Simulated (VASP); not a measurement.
# Mg7Ge8N16 (a cell with a defect): single point with PBEsol

Crystal: Mg7Ge8N16 (a cell with a defect).

```
Mg Ge N
1.0
     0.00000    6.74111    5.27793
     5.61102    0.00000    5.27793
     5.61102    6.74111    0.00000
Mg Ge N
7 8 16
Direct
  0.62327 0.34302 0.25557
  0.99730 0.50384 0.36832
  0.09500 0.44043 0.98731
  0.78578 0.25508 0.83360
  0.17021 0.87334 0.70807
  0.48806 0.05056 0.81901
  0.26323 0.72013 0.33718
  0.99251 0.97479 0.13118
  0.19889 0.28258 0.65243
  0.34657 0.16931 0.24729
  0.91648 0.09168 0.47121
  0.53806 0.49755 0.57566
  0.72931 0.79779 0.15350
  0.82585 0.67802 0.79884
  0.42010 0.60658 0.97364
  0.28471 0.12197 0.50565
  0.33765 0.60450 0.80400
  0.18709 0.71018 0.17150
  0.45827 0.91416 0.22283
  0.09788 0.27922 0.25719
  0.17340 0.14773 0.91319
  0.40697 0.45399 0.48279
  0.53123 0.36523 0.06232
  0.79032 0.56959 0.04846
  0.83795 0.05644 0.32953
  0.69490 0.21992 0.66674
  0.95774 0.44034 0.68147
  0.55473 0.78385 0.86053
  0.74869 0.64317 0.38168
  0.93616 0.94054 0.97597
  0.02501 0.82271 0.60330
```

```
Program             : VASP 6.6.1
Task                : single point
Functional          : PBEsol
Potentials or basis : VASP PAW PBE potentials, release 64 (Mg, Ge_d, N)
Cutoff              : 520 eV
k mesh              : 1 × 1 × 1
Occupations         : fermi-dirac, width 0.05 eV
Spin                : no spin polarisation
```

- Largest force: 6.683 eV/Å
- Band gap on the k mesh: 1.70 eV, direct

Forces on the atoms (eV/Å):
```
Mg  -1.125  0.280  0.210
Mg   1.062  1.451  0.516
Mg  -0.575  0.540 -0.940
Mg  -0.552 -0.089 -2.077
Mg  -0.417  0.168 -0.080
Mg   2.389 -1.272  0.227
Mg   1.088  1.600  0.512
Ge  -6.135  0.890  2.497
Ge   0.584  0.946  0.840
Ge   0.406  0.837  0.345
Ge  -0.659 -0.739  0.251
Ge   0.350  0.593  0.477
Ge  -0.865 -0.117 -2.298
Ge  -1.838 -1.113 -1.540
Ge   0.394 -4.061 -1.837
N    0.123  0.106  0.179
N   -1.104  0.201 -0.514
N    1.119 -1.053 -1.216
N   -0.628 -0.461  0.814
N   -0.597  1.057 -0.606
N    0.023 -0.293  2.485
N    0.725  0.606 -0.713
N   -1.348  2.482 -2.827
N    0.945  1.562  1.736
N    5.452  0.301 -0.895
N    0.441 -0.388  0.558
N    0.990 -1.080  1.715
N   -2.824  2.116  3.202
N    0.789 -2.144 -1.716
N    0.831 -1.711 -0.946
N    0.956 -1.217  1.643
```

Levels at points of the mesh, in eV from the valence-band top:
```csv
k point,band 101,band 102,band 103,band 104,band 105,band 106,band 107,band 108
"(0.00, 0.00, 0.00)",-0.34,-0.31,0.00,0.00,1.70,3.78,3.93,4.13
```

Wall time 98 s on 1 thread of AMD EPYC 9R45 96-Core Processor (Zen 5) (shared host), peak memory 0.53 GiB.

Caveat: the cell carries a net charge on a neutralising background, which shifts energy and pressure; the cell is charged against a uniform background, so pressure and absolute levels hang on convention; the PAW data sets were made with another functional, which shifts forces and pressure a little.
